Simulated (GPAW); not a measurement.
Runs of GPAW 26.7.0 on MoSe2. Symmetry: P6_3/mmc, No. 194, hexagonal system. The conventional cell has a = 3.288 Å, b = 3.288 Å, c = 12.900 Å, α = 90.00°, β = 90.00°, γ = 120.00°. Around Mo (site symmetry -6m2) lie 6 Se at 2.49 Å. Se (site symmetry 3m) is surrounded by 3 Mo at 2.49 Å. 

```tsv
task	level	potentials or basis	spin	k mesh	band path	band points	spin axis theta (degrees)	spin axis phi (degrees)	soc after scf	mesh quality	gap on the mesh (eV)	pressure (GPa)	largest force (eV/Å)
band structure	revPBE	the program's PAW data sets (release 1.2.1) made for this functional, pw	off	9 × 9 × 2	GMKGALHA,LM,KH	100	-	-	-	not flagged	0.88	(c)	1.18
band structure	PBEsol	PAW data sets generated in the run's folder for this functional, pw	SOC, no magnetisation	7 × 7 × 2	GMKGALHA,LM,KH	60	54.7	45	second variation	not flagged	0.98	3.1	(a)
band structure	PBEsol	PAW data sets generated in the run's folder for this functional, pw	off	6 × 6 × 2	GMKGALHA,LM,KH	80	-	-	-	not flagged	0.85	3.1	0.80
band structure	RPBE	the program's PAW data sets (release 1.2.1) made for this functional, pw	off	9 × 9 × 2	GMKGALHA,LM,KH	60	-	-	-	not flagged	0.88	(b)	1.21
```

Alike in all rows: cell as given; cutoff (eV) 600; smearing fermi-dirac 0.05 eV.

Task: Estimate the missing entries.

Result: (a) 0.79; (b) 10.6; (c) 9.9.

Caveats: the cell's inner coordinates are idealised or old, which leaves forces on the atoms; this functional lacks dispersion, which binds the layers, so the pressure and a relaxed spacing across them are unreliable; spin-orbit coupling was added after a scalar SCF, so levels and gaps hold it while energy, forces, pressure and moments don't (some runs); this program's spin-orbit splittings come out too wide for heavy elements (some runs); the mesh misses the band edges, which the band path finds closer together (some runs).

A k mesh can miss the band edges, and rows without SOC leave out spin-orbit coupling on Mo, Se.
